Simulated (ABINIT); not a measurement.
# BAs (F-43m) in ABINIT: a series of runs

Aim: see how the results for BAs move with the level of theory and the settings. Levels: SOGGA, PBE+D3(BJ). Tasks: band structure, equation of state.

Everything below comes from runs of ABINIT 10.8.3 (patched build). Logs are shortened: lines on timing, memory, paths and dates and some standing lists are left out, and cuts for length are marked. The log counts tension as positive stress, the text compression.

**Experimental background.**

From “Basic Physical Properties of Cubic Boron Arsenide”, 2019, arxiv:1911.11281, for a bulk crystal of BAs: bulk modulus 148 GPa.

The results are compared with them further down.

## 1. The structure

The structure is cubic, space group F-43m (No. 216). Conventional cell: a = 4.777 Å, b = 4.777 Å, c = 4.777 Å, α = 90.00°, β = 90.00°, γ = 90.00°. As (site symmetry -43m) has 4 B at 2.07 Å as nearest neighbours. B (site symmetry -43m) has 4 As at 2.07 Å as nearest neighbours.

## 2. Band structure, SOGGA

The input, run.abi:

```
# Datasets: ground state, then fixed potential
ndtset 2

# Pseudopotentials
pp_dirpath "./"
pseudos "As.GGA_PBE-JTH.xml, B.GGA_PBE-JTH.xml"

# Structure
acell 3*1.0
rprim
     0.0000000000     4.5136108487     4.5136108487
     4.5136108487     0.0000000000     4.5136108487
     4.5136108487     4.5136108487     0.0000000000
ntypat 2
znucl 33 5
natom 2
typat 1 2
xred
     0.7500000000     0.7500000000     0.7500000000
     0.0000000000     0.0000000000     0.0000000000

# Plane-wave basis
ecut 15.0
pawecutdg 30.0

# Exchange and correlation
ixc -150130

# Bands and occupations
occopt 3
tsmear 0.00183747

# SCF cycle
nstep 100

# Output
iomode 3
prtwf 0
prteig 0
prtebands 0
enunit 1
prtden1 1
prtvha1 1
prtvclmb1 1
prtpot1 1

# Dataset 1
kptopt1 1
ngkpt1 10 10 10
nshiftk1 1
shiftk1 0.0 0.0 0.0
nband1 13
tolvrs1 1.0e-9

# Dataset 2: bands along G-X-W-K-G-L-U-W-L-K
iscf2 -2
getden2 1
nband2 17
nbdbuf2 2
tolwfr2 1.0e-12
kptopt2 -9
ndivsm2 8
prteig2 1
kptbounds2
     0.0000000000     0.0000000000     0.0000000000
     0.5000000000     0.0000000000     0.5000000000
     0.5000000000     0.2500000000     0.7500000000
     0.3750000000     0.3750000000     0.7500000000
     0.0000000000     0.0000000000     0.0000000000
     0.5000000000     0.5000000000     0.5000000000
     0.6250000000     0.2500000000     0.6250000000
     0.5000000000     0.2500000000     0.7500000000
     0.5000000000     0.5000000000     0.5000000000
     0.3750000000     0.3750000000     0.7500000000
```

Potentials or basis: JTH PAW PBE v2.0.

Launch:

```
abinit run.abi > log 2>&1
```

run.abo:

```text
.Version 10.8.3 of ABINIT
 DATASET    1 : space group F-4 3 m (#216); Bravais cF (face-center cubic)
================================================================================
 Values of the parameters that define the memory need for DATASET  1.
     intxc =       0    ionmov =       0      iscf =      17    lmnmax =      18
     lnmax =       6     mgfft =      24  mpssoang =       3    mqgrid =    3001
     natom =       2  nloc_mem =       2    nspden =       1   nspinor =       1
    nsppol =       1      nsym =      24    n1xccc =       1    ntypat =       2
    occopt =       3   xclevel =       2
       mpw =         532          nfft =       13824          nkpt =          47
 PAW method is used; the additional fine FFT grid is defined by:
   mgfftf=        32    nfftf =     32768
================================================================================
================================================================================

 DATASET    2 : space group F-4 3 m (#216); Bravais cF (face-center cubic)
================================================================================
 Values of the parameters that define the memory need for DATASET  2.
     intxc =       0    ionmov =       0      iscf =      -2    lmnmax =      18
     lnmax =       6     mgfft =      24  mpssoang =       3    mqgrid =    3001
     natom =       2  nloc_mem =       2    nspden =       1   nspinor =       1
    nsppol =       1      nsym =      24    n1xccc =       1    ntypat =       2
    occopt =       3   xclevel =       2
       mpw =         532          nfft =       13824          nkpt =         139
 PAW method is used; the additional fine FFT grid is defined by:
   mgfftf=        32    nfftf =     32768
================================================================================
================================================================================

--------------------------------------------------------------------------------
------------- Echo of variables that govern the present computation ------------
--------------------------------------------------------------------------------
 -outvars: echo values of preprocessed input variables --------
            acell      1.0000000000E+00  1.0000000000E+00  1.0000000000E+00 Bohr
              amu      7.49215900E+01  1.08110000E+01
             ecut      1.50000000E+01 Hartree
           enunit           1
           getden1          0
           getden2          1
             iscf1         17
             iscf2         -2
                       outvar_i_n : Printing only first  50 k-points.
              ixc     -150130
           jdtset        1    2
                       outvar_i_n : Printing only first  50 k-points.
           kptopt1          1
           kptopt2         -9
         kptrlatt       10    0    0      0   10    0      0    0   10
          kptrlen1     6.38320968E+01
          kptrlen2     3.00000000E+01
            natom           2
            nband1         13
            nband2         17
           nbdbuf1          0
           nbdbuf2          2
           ndtset           2
           ndivsm1          0
           ndivsm2          8
            ngfft          24      24      24
          ngfftdg          32      32      32
             nkpt1         47
             nkpt2        139
            nstep         100
             nsym          24
           ntypat           2
           occopt           3
        pawecutdg      3.00000000E+01 Hartree
         pawxcdev           0
        prtebands           0
           prteig1          0
           prteig2          1
           prtpot1          1
           prtpot2          0
         prtvclmb1          1
         prtvclmb2          0
           prtvha1          1
           prtvha2          0
            prtwf           0
[... 236 lines left out ...]
 R(2)=  4.5136108  0.0000000  4.5136108  G(2)=  0.1107761 -0.1107761  0.1107761
 R(3)=  4.5136108  4.5136108  0.0000000  G(3)=  0.1107761  0.1107761 -0.1107761
 Unit cell volume ucvol=  1.8390873E+02 bohr^3
 Angles (23,13,12)=  6.00000000E+01  6.00000000E+01  6.00000000E+01 degrees

 Coarse grid specifications (used for wave-functions):

 getcut: wavevector=  0.0000  0.0000  0.0000  ngfft=  24  24  24
         ecut(hartree)=     15.000   => boxcut(ratio)=   2.15656

 Fine grid specifications (used for densities):

 getcut: wavevector=  0.0000  0.0000  0.0000  ngfft=  32  32  32
         ecut(hartree)=     30.000   => boxcut(ratio)=   2.03322
--------------------------------------------------------------------------------

================================================================================
 Non-SCF case, kpt    1 (  0.00000  0.00000  0.00000), residuals and eigenvalues=
  9.95E-13  2.79E-13  7.94E-13  7.71E-13  3.69E-13  9.61E-13  6.95E-13  4.00E-13
  5.55E-13  3.73E-13  3.87E-13  8.21E-13  5.00E-13  3.22E-13  7.19E-13  3.54E-12
  3.46E-13
 -1.0541E+00 -1.0541E+00 -1.0541E+00 -1.0534E+00 -1.0534E+00 -3.1001E-01
  2.5832E-01  2.5832E-01  2.5832E-01  3.7631E-01  3.7631E-01  3.7631E-01
  4.2965E-01  5.9726E-01  7.3895E-01  7.3895E-01  7.7910E-01
 Non-SCF case, kpt    2 (  0.02174  0.00000  0.02174), residuals and eigenvalues=
  4.03E-13  8.30E-13  7.18E-13  4.69E-13  5.64E-13  5.09E-13  3.74E-13  9.49E-13
  6.37E-13  8.12E-13  4.73E-13  2.91E-13  1.80E-13  6.51E-13  4.83E-13  3.04E-11
  5.19E-10
[... 948 lines left out ...]
 Non-SCF case, kpt  138 (  0.38393  0.38393  0.73214), residuals and eigenvalues=
  3.11E-13  3.36E-13  5.28E-13  1.91E-13  5.66E-13  6.14E-13  2.45E-13  9.71E-13
  5.63E-13  2.51E-13  6.18E-13  2.03E-13  3.24E-13  5.42E-13  2.05E-13  1.04E-09
  2.44E-08
 -1.0541E+00 -1.0536E+00 -1.0536E+00 -1.0535E+00 -1.0532E+00 -1.5885E-01
 -3.9763E-02  3.4372E-02  1.3213E-01  3.3066E-01  4.7345E-01  5.8604E-01
  6.0422E-01  6.4070E-01  7.4205E-01  8.7183E-01  9.5472E-01
 Non-SCF case, kpt  139 (  0.37500  0.37500  0.75000), residuals and eigenvalues=
  7.07E-13  9.59E-13  4.64E-13  2.27E-13  3.20E-13  7.88E-13  3.15E-13  3.03E-13
  6.54E-13  6.35E-13  1.56E-13  2.48E-13  2.20E-13  1.81E-13  3.56E-13  3.81E-09
  1.72E-07
 -1.0541E+00 -1.0536E+00 -1.0535E+00 -1.0535E+00 -1.0532E+00 -1.5643E-01
 -4.1655E-02  3.5791E-02  1.2876E-01  3.2713E-01  4.5776E-01  5.9615E-01
  6.1458E-01  6.4534E-01  7.5109E-01  8.7165E-01  9.6564E-01

--- !ResultsGS
iteration_state: {dtset: 2, }
comment   : Summary of ground state results
lattice_vectors:
- [  0.0000000,   4.5136108,   4.5136108, ]
- [  4.5136108,   0.0000000,   4.5136108, ]
- [  4.5136108,   4.5136108,   0.0000000, ]
lattice_lengths: [   6.38321,    6.38321,    6.38321, ]
lattice_angles: [ 60.000,  60.000,  60.000, ] # degrees, (23, 13, 12)
lattice_volume:   1.8390873E+02
convergence: {deltae:  0.000E+00, res2:  0.000E+00, residm:  9.997E-13, diffor:  0.000E+00, }
etotal    :  -1.16616931E+02
entropy   :   0.00000000E+00
fermie    :   2.76279507E-01
cartesian_stress_tensor: null
pressure_GPa: null
xred      :
- [  7.5000E-01,   7.5000E-01,   7.5000E-01, As]
- [  0.0000E+00,   0.0000E+00,   0.0000E+00,  B]
cartesian_forces: null
force_length_stats: {min: null, max: null, mean: null, }
...

 Integrated electronic density in atomic spheres:
 ------------------------------------------------
 Atom  Sphere_radius  Integrated_density
    1        2.10392         12.79452353
    2        1.70617          1.76215969

================================================================================

 ----iterations are completed or convergence reached----

 Mean square residual over all n,k,spin=   50.086E-14; max=  99.965E-14
 reduced coordinates (array xred) for    2 atoms
       0.750000000000      0.750000000000      0.750000000000
       0.000000000000      0.000000000000      0.000000000000

 cartesian coordinates (angstrom) at end:
    1      3.58274999759430     3.58274999759430     3.58274999759430
    2      0.00000000000000     0.00000000000000     0.00000000000000
 length scales=  1.000000000000  1.000000000000  1.000000000000 bohr
              =  0.529177210544  0.529177210544  0.529177210544 angstroms
 Eigenvalues (   eV  ) for nkpt= 139  k points:
 kpt#   1, nband= 17, wtk=  1.00000, kpt=  0.0000  0.0000  0.0000 (reduced coord)
 -28.68248  -28.68248  -28.68248  -28.66388  -28.66388   -8.43571    7.02935    7.02935
   7.02935   10.24004   10.24004   10.24004   11.69142   16.25238   20.10795   20.10795
  21.20046
 kpt#   2, nband= 17, wtk=  1.00000, kpt=  0.0217  0.0000  0.0217 (reduced coord)
 -28.68251  -28.68241  -28.68241  -28.66391  -28.66385   -8.42527    6.97381    6.97538
   6.97538   10.20456   10.30540   10.30540   11.74728   16.29789   19.76324   20.11956
  21.22327
 kpt#   3, nband= 17, wtk=  1.00000, kpt=  0.0435  0.0000  0.0435 (reduced coord)
 -28.68259  -28.68219  -28.68219  -28.66398  -28.66377   -8.39397    6.81367    6.82564
   6.82564   10.10902   10.48924   10.48924   11.89736   16.43226   19.14665   20.15439
  21.29174
 kpt#   4, nband= 17, wtk=  1.00000, kpt=  0.0652  0.0000  0.0652 (reduced coord)
 -28.68271  -28.68182  -28.68182  -28.66411  -28.66363   -8.34185    6.56513    6.60711
   6.60711    9.97374   10.76434   10.76434   12.10368   16.64962   18.50335   20.21245
  21.40597
 kpt#   5, nband= 17, wtk=  1.00000, kpt=  0.0870  0.0000  0.0870 (reduced coord)
[... 525 lines left out ...]
   3.82806    9.25043   13.67497   15.19617   15.53826   17.60076   20.00524   23.45864
  24.97024
 kpt# 137, nband= 17, wtk=  1.00000, kpt=  0.3929  0.3929  0.7143 (reduced coord)
 -28.68191  -28.67139  -28.66939  -28.66590  -28.66052   -4.42839   -1.05336    1.00900
   3.70408    9.11413   13.30328   15.59901   15.99269   17.48690   20.05241   23.65040
  25.49305
 kpt# 138, nband= 17, wtk=  1.00000, kpt=  0.3839  0.3839  0.7321 (reduced coord)
 -28.68241  -28.67077  -28.66884  -28.66640  -28.66031   -4.32245   -1.08202    0.93531
   3.59547    8.99764   12.88322   15.94700   16.44157   17.43427   20.19218   23.72367
  25.97918
 kpt# 139, nband= 17, wtk=  1.00000, kpt=  0.3750  0.3750  0.7500 (reduced coord)
 -28.68292  -28.67027  -28.66845  -28.66681  -28.66004   -4.25676   -1.13348    0.97391
   3.50369    8.90172   12.45637   16.22206   16.72362   17.56057   20.43811   23.71894
  26.27646

== END DATASET(S) ==============================================================
================================================================================

 -outvars: echo values of variables after computation  --------
            acell      1.0000000000E+00  1.0000000000E+00  1.0000000000E+00 Bohr
           etotal1    -1.1661693124E+02
            fcart1     9.3212691617E-30 -1.8642538323E-30 -5.5927614970E-30
                      -9.3212691617E-30  1.8642538323E-30  5.5927614970E-30
            rprim      0.0000000000E+00  4.5136108487E+00  4.5136108487E+00
                       4.5136108487E+00  0.0000000000E+00  4.5136108487E+00
                       4.5136108487E+00  4.5136108487E+00  0.0000000000E+00
           strten1     6.1625174711E-05  6.1625174711E-05  6.1625174711E-05
                       0.0000000000E+00  0.0000000000E+00  0.0000000000E+00
           xangst      3.5827499976E+00  3.5827499976E+00  3.5827499976E+00
                       0.0000000000E+00  0.0000000000E+00  0.0000000000E+00
             xred      7.5000000000E-01  7.5000000000E-01  7.5000000000E-01
                       0.0000000000E+00  0.0000000000E+00  0.0000000000E+00
 Calculation completed.
```

Run time: 38 s. Hardware: 1 thread of Arm Neoverse V1, shared host; peak memory 0.11 GiB.

What came out:

```
Free energy                                           : -3173.3084 eV
Pressure                                              : -1.8 GPa
Band gap on the k mesh                                : 1.01 eV, indirect (least direct gap 3.21 eV)
Band gap along the path                               : 1.01 eV, indirect (least direct gap 3.21 eV)
Valence electrons inside the program's atomic spheres : As 12.79; B 1.76
```

Levels at the corners of the path, in eV from the valence-band top:
| point | band 5 | band 6 | band 7 | band 8 | band 9 | band 10 | band 11 | band 12 | band 13 | band 14 |
| --- | --- | --- | --- | --- | --- | --- | --- | --- | --- | --- |
| Γ | -35.69 | -15.47 | 0.00 | 0.00 | 0.00 | 3.21 | 3.21 | 3.21 | 4.66 | 9.22 |
| X | -35.69 | -11.25 | -8.56 | -4.13 | -4.13 | 1.24 | 1.27 | 11.38 | 11.38 | 12.77 |
| W | -35.69 | -11.08 | -8.06 | -5.59 | -5.29 | 5.12 | 5.88 | 6.61 | 6.99 | 12.30 |
| K | -35.69 | -11.29 | -8.16 | -6.06 | -3.53 | 1.87 | 5.43 | 9.19 | 9.69 | 10.53 |
| Γ | -35.69 | -15.47 | 0.00 | 0.00 | 0.00 | 3.21 | 3.21 | 3.21 | 4.66 | 9.22 |
| L | -35.69 | -12.56 | -8.87 | -1.84 | -1.84 | 2.62 | 4.69 | 4.69 | 8.62 | 12.50 |
| U | -35.69 | -11.29 | -8.16 | -6.06 | -3.53 | 1.87 | 5.43 | 9.19 | 9.69 | 10.53 |
| W | -35.69 | -11.08 | -8.06 | -5.59 | -5.29 | 5.12 | 5.88 | 6.61 | 6.99 | 12.30 |
| L | -35.69 | -12.56 | -8.87 | -1.84 | -1.84 | 2.62 | 4.69 | 4.69 | 8.62 | 12.50 |
| K | -35.69 | -11.29 | -8.16 | -6.06 | -3.53 | 1.87 | 5.43 | 9.19 | 9.69 | 10.53 |

Caveat: the PAW data sets were made with another functional, which shifts forces and pressure a little.

## 3. Equation of state, PBE+D3(BJ)

The input, run.abi:

```
# Datasets: one volume each
ndtset 7
getwfk -1
scalecart1 3*0.9795861087
scalecart2 3*0.9864848297
scalecart3 3*0.9932883884
scalecart4 3*1.0000000000
scalecart5 3*1.0066227096
scalecart6 3*1.0131594038
scalecart7 3*1.0196128224

# Pseudopotentials
pp_dirpath "./"
pseudos "As.GGA_PBE-JTH.xml, B.GGA_PBE-JTH.xml"

# Structure
acell 3*1.0
rprim
     0.0000000000     4.5136108487     4.5136108487
     4.5136108487     0.0000000000     4.5136108487
     4.5136108487     4.5136108487     0.0000000000
ntypat 2
znucl 33 5
natom 2
typat 1 2
xred
     0.7500000000     0.7500000000     0.7500000000
     0.0000000000     0.0000000000     0.0000000000

# Plane-wave basis
ecut 15.0
pawecutdg 30.0

# k points
kptopt 1
ngkpt 10 10 10
nshiftk 1
shiftk 0.0 0.0 0.0

# Exchange and correlation
ixc 11
vdw_xc 7

# Bands and occupations
nband 13
occopt 3
tsmear 0.00183747

# SCF cycle
nstep 100
tolvrs 1.0e-9

# Output
iomode 3
prtwf 1
prtden 0
prteig 0
prtebands 0
enunit 1
```

Potentials or basis: JTH PAW PBE v2.0.

Launch:

```
abinit run.abi > log 2>&1
```

Wall time 62 s (1 thread of Arm Neoverse V1, shared host); peak memory 0.13 GiB.

The run converged. Its results:

| Quantity | Value |
| --- | --- |
| Equilibrium volume | 13.53 Å³/atom |
| Bulk modulus | 140 GPa |
| Pressure derivative of the bulk modulus | 4.1 |

Energy against volume, from the lowest point:
```
volume (Å³/atom)  energy (meV/atom)
          12.809              17.85
          13.081               6.43
          13.354               0.65
          13.626               0.00
          13.899               3.99
          14.171              12.09
          14.444              23.98
```

Caveat: pressures at fixed basis lie under the slope of the energies.

## 4. Against experiment

Step 3. Against the measured bulk modulus of BAs, 148 GPa (quoted in “Basic Physical Properties of Cubic Boron Arsenide”, 2019, arxiv:1911.11281), the calculated 140 GPa is off by -5.6 %. The fit is for a static lattice scaled at fixed shape and fixed fractional positions.
